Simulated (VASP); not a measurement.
# Sn (Fd-3m) in VASP: single point with PBEsol

Aim: the single point of Sn with PBEsol.

All numbers are computed with VASP 6.6.1; they aren't measurements. Logs are shortened: lines on timing, memory, paths and dates and some standing lists are left out, and cuts for length are marked.

**1. The crystal as given**

It takes space group Fd-3m (No. 227, cubic). Conventional cell: a = 6.539 Å, b = 6.539 Å, c = 6.539 Å, α = 90.00°, β = 90.00°, γ = 90.00°. Sn (site symmetry -43m) is surrounded by 4 Sn at 2.83 Å.

This isn't the form of Sn at room conditions, which is tetragonal (white tin).

**2. Single point, PBEsol, non-collinear spin, zero start, spin-orbit coupling**

INCAR

```
  PREC = Accurate
  ENCUT = 520
  EDIFF = 1E-6
  ISMEAR = 0
  SIGMA = 0.1
  LREAL = F
  LASPH = T
  NELM = 100
  ALGO = Normal
  ISIF = 2
  LWAVE = F
  LCHARG = F
  MAGMOM = 0 0 0 0 0 0
  LORBIT = 11
  LSORBIT = T
  GGA_COMPAT = F
  GGA = PS
```

KPOINTS

```
regular mesh
0
Gamma
  12 12 12
```

POSCAR

```
Sn
1.0
    0.0000000000      3.2695400000      3.2695400000
    3.2695400000      0.0000000000      3.2695400000
    3.2695400000      3.2695400000      0.0000000000
Sn
2
Direct
    0.5000000000      0.5000000000      0.5000000000
    0.7500000000      0.7500000000      0.7500000000
```

Potentials or basis: VASP PAW PBE potentials, release 64 (Sn_d).

Run with:

```sh
cat potpaw_PBE.64/Sn_d/POTCAR > POTCAR
mpirun -np 1 vasp_ncl > vasp.out
```

OUTCAR:

```text
PREC = Accurate
   ENCUT = 520
   EDIFF = 1E-6
   ISMEAR = 0
   LREAL = F
   LASPH = T
   NELM = 100
   ISIF = 2
   LORBIT = 11
   LSORBIT = T
   GGA = PS

 ion  position               nearest neighbor table
   1  0.500  0.500  0.500-   2 2.83   2 2.83   2 2.83   2 2.83
   2  0.750  0.750  0.750-   1 2.83   1 2.83   1 2.83   1 2.83

  LATTYP: Found a face centered cubic cell.
 ALAT       =     6.5390800000

  Lattice vectors:

 A1 = (   0.0000000000,   3.2695400000,   3.2695400000)
 A2 = (   3.2695400000,   0.0000000000,   3.2695400000)
 A3 = (   3.2695400000,   3.2695400000,   0.0000000000)

Analysis of symmetry for initial positions (statically):
=====================================================================
 Subroutine PRICEL returns:
 Original cell was already a primitive cell.

 Routine SETGRP: Setting up the symmetry group for a
 face centered cubic supercell.

 Subroutine GETGRP returns: Found 48 space group operations
 (whereof 24 operations were pure point group operations)
 out of a pool of 48 trial point group operations.

The static configuration has the point symmetry T_d .
 The point group associated with its full space group is O_h .

Analysis of symmetry for dynamics (positions and initial velocities):
=====================================================================
 Subroutine PRICEL returns:
 Original cell was already a primitive cell.

 Routine SETGRP: Setting up the symmetry group for a
 face centered cubic supercell.

 Subroutine GETGRP returns: Found 48 space group operations
 (whereof 24 operations were pure point group operations)
 out of a pool of 48 trial point group operations.

The dynamic configuration has the point symmetry T_d .
 The point group associated with its full space group is O_h .

Analysis of structural, dynamic, and magnetic symmetry:
=====================================================================
 Subroutine PRICEL returns:
 Original cell was already a primitive cell.

 Routine SETGRP: Setting up the symmetry group for a
 face centered cubic supercell.

 Subroutine GETGRP returns: Found 48 space group operations
 (whereof 24 operations were pure point group operations)
 out of a pool of 48 trial point group operations.

The overall configuration has the point symmetry T_d .
 The point group associated with its full space group is O_h .

 Subroutine INISYM returns: Found 48 space group operations
 (whereof 24 operations are pure point group operations),
 and found     1 'primitive' translations

----------------------------------------------------------------------------------------

                                     Primitive cell

  volume of cell :      69.9021

  direct lattice vectors                    reciprocal lattice vectors
     0.000000000  3.269540000  3.269540000    -0.152926711  0.152926711  0.152926711
     3.269540000  0.000000000  3.269540000     0.152926711 -0.152926711  0.152926711
     3.269540000  3.269540000  0.000000000     0.152926711  0.152926711 -0.152926711

  length of vectors
     4.623827811  4.623827811  4.623827811     0.264876834  0.264876834  0.264876834

  position of ions in fractional coordinates (direct lattice)
     0.500000000  0.500000000  0.500000000
     0.750000000  0.750000000  0.750000000

  ion indices of the primitive-cell ions
   primitive index   ion index
                 1           1
                 2           2

----------------------------------------------------------------------------------------

 KPOINTS: regular mesh

Automatic generation of k-mesh.
 Grid dimensions read from file:
 generate k-points for:   12   12   12

 Generating k-lattice:

  Cartesian coordinates                     Fractional coordinates (reciprocal lattice)
    -0.012743893  0.012743893  0.012743893     0.083333333  0.000000000  0.000000000
     0.012743893 -0.012743893  0.012743893     0.000000000  0.083333333  0.000000000
     0.012743893  0.012743893 -0.012743893     0.000000000  0.000000000  0.083333333

  Length of vectors
     0.022073069  0.022073069  0.022073069

  Shift w.r.t. Gamma in fractional coordinates (k-lattice)
     0.000000000  0.000000000  0.000000000

 Subroutine IBZKPT returns following result:
 ===========================================

 Found     72 irreducible k-points:

 Following reciprocal coordinates:
            Coordinates               Weight
  0.000000  0.000000  0.000000      1.000000
  0.083333  0.000000  0.000000      8.000000
  0.166667  0.000000  0.000000      8.000000
  0.250000  0.000000  0.000000      8.000000
  0.333333  0.000000  0.000000      8.000000
  0.416667  0.000000  0.000000      8.000000
[... 16 lines left out ...]
  0.500000  0.166667  0.000000     24.000000
 -0.416667  0.166667  0.000000     24.000000
 [... further k-points ...]
   k-points           NKPTS =     72   k-points in BZ     NKDIM =     72   number of bands    NBANDS=     36
   number of dos      NEDOS =    301   number of ions     NIONS =      2
   total plane-waves  NPLWV =  46656
   dimension x,y,z NGX =    36 NGY =   36 NGZ =   36
   dimension x,y,z NGXF=    72 NGYF=   72 NGZF=   72
   ions per type =               2
   NGX,Y,Z   is equivalent  to a cutoff of  12.94, 12.94, 12.94 a.u.
   NGXF,Y,Z  is equivalent  to a cutoff of  25.89, 25.89, 25.89 a.u.
 SYSTEM =  unknown system
   PREC   = accura    normal or accurate (medium, high low for compatibility)
   ISTART =      0    job   : 0-new  1-cont  2-samecut
   ICHARG =      2    charge: 1-file 2-atom 10-const
   ISPIN  =      1    spin polarized calculation?
   LNONCOLLINEAR =      T non collinear calculations
   LSORBIT =      T    spin-orbit coupling
   LASPH  =      T    aspherical Exc in radial PAW
   ENCUT  =  520.0 eV  38.22 Ry    6.18 a.u.   8.60  8.60  8.60*2*pi/ulx,y,z
   NELM   =    100;   NELMIN=  2; NELMDL= -5     # of ELM steps
   EDIFF  = 0.1E-05   stopping-criterion for ELM
   LREAL  =      F    real-space projection
   EDIFFG = 0.1E-04   stopping-criterion for IOM
   NSW    =      0    number of steps for IOM
   IBRION =     -1    ionic relax: 0-MD 1-quasi-New 2-CG
   NFREE  =      0    steps in history (QN), initial steepest desc. (CG)
   ISIF   =      2    stress and relaxation
   ISYM   =      2    0-nonsym 1-usesym 2-fastsym
   POTIM  = 0.5000    time-step for ionic-motion
   TEBEG  =    0.0;   TEEND  =   0.0 temperature during run
   PSTRESS=    0.0 pullay stress
   NELECT =      28.0000    total number of electrons
   NUPDOWN=      -1.0000    fix difference up-down
   EMIN   =  10.00;   EMAX   =-10.00  energy-range for DOS
   EFERMI =   0.00;   METHOD = LEGACY
   ISMEAR =     0;   SIGMA  =   0.10  broadening in eV -4-tet -1-fermi 0-gaus
   EFERMI_NEDOS =   21; number of points for ismear=-14 and -15
   IALGO  =     38    algorithm
   IMIX   =      4    mixing-type and parameters
     AMIX     =   0.40;   BMIX     =  1.00
     AMIX_MAG =   1.60;   BMIX_MAG =  1.00
  volume/ion in A,a.u.               =      34.95       235.86
  Fermi-wavevector in a.u.,A,eV,Ry     =   1.206788  2.280498 19.814660  1.456336
  Thomas-Fermi vector in A             =   2.342445
   LORBIT       =     11    0 simple, 1 ext, 2 COOP (PROOUT), +10 PAW based schemes
   GGA     = PS    functional components
   LHFCALC =     F    Hartree Fock is set to
   AEXX    =    0.0000 exact exchange contribution
   IVDW    =     0    specifies the selected vdW correction
   LEPSILON=     F    determine dielectric tensor
   LRPA    =     F    only Hartree local field effects (RPA)
 Gauss-broadening in eV      SIGMA  =   0.10
  energy-cutoff  :      520.00
  volume of cell :       69.90
 maximum number of plane-waves:      3800
   NGX = 17   NGY = 17   NGZ = 17

 number of electron      27.9999986 magnetization      -0.0000000     -0.0000000     -0.0000000

 number of electron      27.9999986 magnetization      -0.0000000     -0.0000000      0.0000000

 number of electron      27.9999986 magnetization       0.0000000      0.0000000      0.0000000

 number of electron      27.9999986 magnetization      -0.0000000      0.0000000      0.0000000

 Free energy of the ion-electron system (eV)
  ---------------------------------------------------
  ext. energy  EPLUGINS =         0.00000000
  ---------------------------------------------------
  free energy    TOTEN  =        -8.58051346 eV

  energy without entropy =       -8.57972957  energy(sigma->0) =       -8.58012151

 E-fermi :   5.2569     XC(G=0):  -8.9656

 val. band max:        5.2155675879   @ k =  -0.0833   0.0833   0.0000
 cond. band min:       5.3098960787   @ k =   0.3333   0.0000   0.0000
 fundamental gap:      0.0943284908
 Fermi energy:         5.2569362997

 k-point     1 :       0.0000    0.0000    0.0000
  band No.  band energies     occupation
      1     -16.7979      1.00000
      2     -16.7979      1.00000
      3     -16.7979      1.00000
      4     -16.7979      1.00000
      5     -16.7050      1.00000
      6     -16.7050      1.00000
[... 28 lines left out ...]
     35       7.5445      0.00000
     36       7.5445      0.00000
[... 866 lines left out ...]
      6     -16.7416      1.00000
[... 28 lines left out ...]
     35      11.1787      0.00000
     36      11.1787      0.00000

 [... further k-points ...]

------------------------ aborting loop because EDIFF is reached ----------------------------------------

  FORCE on cell =-STRESS in cart. coord.  units (eV):
  Direction    XX          YY          ZZ          XY          YZ          ZX
  --------------------------------------------------------------------------------------
  -------------------------------------------------------------------------------------
  Total        0.0075280      0.0075280      0.0075280      0.0000000      0.0000000      0.0000000
  in kB        0.1725443      0.1725443      0.1725443      0.0000000      0.0000000      0.0000000
  external PRESSURE =       0.1725443 kB  Pullay stress =       0.0000000 kB

 VOLUME and BASIS-vectors are now :
 -----------------------------------------------------------------------------
  energy-cutoff  :      520.00
  volume of cell :       69.90
      direct lattice vectors                 reciprocal lattice vectors
     0.000000000  3.269540000  3.269540000    -0.152926711  0.152926711  0.152926711
     3.269540000  0.000000000  3.269540000     0.152926711 -0.152926711  0.152926711
     3.269540000  3.269540000  0.000000000     0.152926711  0.152926711 -0.152926711

 POSITION                                       TOTAL-FORCE (eV/Angst)
 -----------------------------------------------------------------------------------
      3.26954      3.26954      3.26954         0.000000      0.000000      0.000000
      4.90431      4.90431      4.90431        -0.000000     -0.000000     -0.000000
 -----------------------------------------------------------------------------------
    total drift:                                0.000000      0.000000      0.000000

  FREE ENERGIE OF THE ION-ELECTRON SYSTEM (eV)
  ---------------------------------------------------
  free  energy   TOTEN  =        -8.5805134566 eV

  energy  without entropy=       -8.5797295651  energy(sigma->0) =       -8.58012151

 Spin-Orbit-Coupling matrix elements

 Ion:    1  E_soc:     -0.1157528
 l=   1
     0.0000000    -0.0130437    -0.0130437
    -0.0130437     0.0000000    -0.0130437
    -0.0130437    -0.0130437     0.0000000
 l=   2
     0.0000000    -0.0012423     0.0000000    -0.0012423    -0.0050062
    -0.0012423     0.0000000    -0.0037546    -0.0012423    -0.0012515
     0.0000000    -0.0037546     0.0000000    -0.0037546     0.0000000
    -0.0012423    -0.0012423    -0.0037546     0.0000000    -0.0012515
    -0.0050062    -0.0012515     0.0000000    -0.0012515     0.0000000
 l=   3
     0.0000000     0.0000000     0.0000000     0.0000000     0.0000000     0.0000000     0.0000000
     0.0000000     0.0000000     0.0000000     0.0000000     0.0000000     0.0000000     0.0000000
     0.0000000     0.0000000     0.0000000     0.0000000     0.0000000     0.0000000     0.0000000
     0.0000000     0.0000000     0.0000000     0.0000000     0.0000000     0.0000000     0.0000000
     0.0000000     0.0000000     0.0000000     0.0000000     0.0000000     0.0000000     0.0000000
     0.0000000     0.0000000     0.0000000     0.0000000     0.0000000     0.0000000     0.0000000
     0.0000000     0.0000000     0.0000000     0.0000000     0.0000000     0.0000000     0.0000000

 Ion:    2  E_soc:     -0.1157528
 l=   1
     0.0000000    -0.0130437    -0.0130437
    -0.0130437     0.0000000    -0.0130437
    -0.0130437    -0.0130437     0.0000000
 l=   2
     0.0000000    -0.0012423     0.0000000    -0.0012423    -0.0050062
    -0.0012423     0.0000000    -0.0037546    -0.0012423    -0.0012515
     0.0000000    -0.0037546     0.0000000    -0.0037546     0.0000000
    -0.0012423    -0.0012423    -0.0037546     0.0000000    -0.0012515
    -0.0050062    -0.0012515     0.0000000    -0.0012515     0.0000000
 l=   3
     0.0000000     0.0000000     0.0000000     0.0000000     0.0000000     0.0000000     0.0000000
     0.0000000     0.0000000     0.0000000     0.0000000     0.0000000     0.0000000     0.0000000
     0.0000000     0.0000000     0.0000000     0.0000000     0.0000000     0.0000000     0.0000000
     0.0000000     0.0000000     0.0000000     0.0000000     0.0000000     0.0000000     0.0000000
     0.0000000     0.0000000     0.0000000     0.0000000     0.0000000     0.0000000     0.0000000
     0.0000000     0.0000000     0.0000000     0.0000000     0.0000000     0.0000000     0.0000000
     0.0000000     0.0000000     0.0000000     0.0000000     0.0000000     0.0000000     0.0000000

 total charge

# of ion       s       p       d       tot
------------------------------------------
    1        1.167   1.187   9.968  12.322
    2        1.167   1.187   9.968  12.322
--------------------------------------------------
tot          2.334   2.375  19.936  24.645

 magnetization (x)

# of ion       s       p       d       tot
------------------------------------------
    1        0.000   0.000  -0.000   0.000
    2        0.000   0.000   0.000   0.000
--------------------------------------------------
tot          0.000   0.000  -0.000   0.000

 magnetization (y)

# of ion       s       p       d       tot
------------------------------------------
    1        0.000  -0.000   0.000  -0.000
    2        0.000  -0.000  -0.000  -0.000
--------------------------------------------------
tot          0.000  -0.000  -0.000  -0.000

 magnetization (z)

# of ion       s       p       d       tot
------------------------------------------
    1        0.000  -0.000   0.000  -0.000
    2       -0.000  -0.000  -0.000  -0.000
--------------------------------------------------
tot         -0.000  -0.000  -0.000  -0.000
```

It took 4.4 min on 1 thread of Intel Xeon Platinum 8259CL at 2.50GHz (Skylake/Cascade Lake), shared host; peak memory 0.52 GiB.

What came out:

```
Free energy                                           : -8.5805 eV
Pressure                                              : 0.0 GPa
Net moment                                            : 0.00 μB per cell
Valence electrons inside the program's atomic spheres : Sn 12.32
```

Moments on the atoms (μB; x, y, z):
```
Sn  0.00 0.00 0.00
Sn  0.00 0.00 0.00
```

Caveat: the PAW data sets were made with another functional, which shifts forces and pressure a little.
